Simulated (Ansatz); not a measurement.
Method: DFT PBE, scalar-relativistic, plane waves, PAW in Ansatz 0.2.0. Settings: cutoff 420 eV, Γ-centred meshes spaced at most about 0.3 Å⁻¹, and about 0.25 Å⁻¹ or finer for metals (2π included), Gaussian smearing. No spin polarisation.

Temperature and zero-point effects are left out.

Compare these two cells of In6As, each relaxed at this level.

A.

```
In As
1.0
     3.18806    1.84063    5.43706
    -3.18806    1.84063    5.43706
     0.00000   -3.68126    5.43706
In As
6 1
Cartesian
  -1.9862 0.3321 9.4272
  0.7055 -1.8861 9.4272
  -1.2807 -1.5541 6.8839
  -0.7055 1.8861 6.8839
  1.9862 -0.3321 6.8839
  1.2807 1.5541 9.4272
  0.0000 0.0000 0.0000
```

B.

```
In As
1.0
     6.30841    0.00000    0.00000
    -3.15421    5.46325    0.00000
     0.00000    0.00000    5.73863
In As
6 1
Direct
  0.38599 0.38599 0.24358
  0.00000 0.61401 0.24358
  0.61401 0.00000 0.24358
  0.00000 0.38599 0.75642
  0.38599 0.00000 0.75642
  0.61401 0.61401 0.75642
  0.00000 0.00000 0.50000
```

Question: Which form is favoured at zero pressure, and by what margin per atom?

Answer: A is lower, by 24 meV/atom. A has space group R-3 (No. 148), 27.3 Å³/atom and no gap on its mesh; B has space group P-31m (No. 162), 28.3 Å³/atom and no gap. The denser one is the lower, and pressure would at first widen the difference. In A, In is surrounded by 1 As at 2.87 Å and 5 In at 3.22–3.34 Å; As has 6 In at 2.87 Å. In B, In is surrounded by 1 As at 2.85 Å and 2 In at 3.14–3.28 Å; As is surrounded by 6 In at 2.85 Å. Both come from invented guesses.

For metals, differences of a few meV/atom aren't resolved. Cells relaxed within their symmetry can be saddle points.
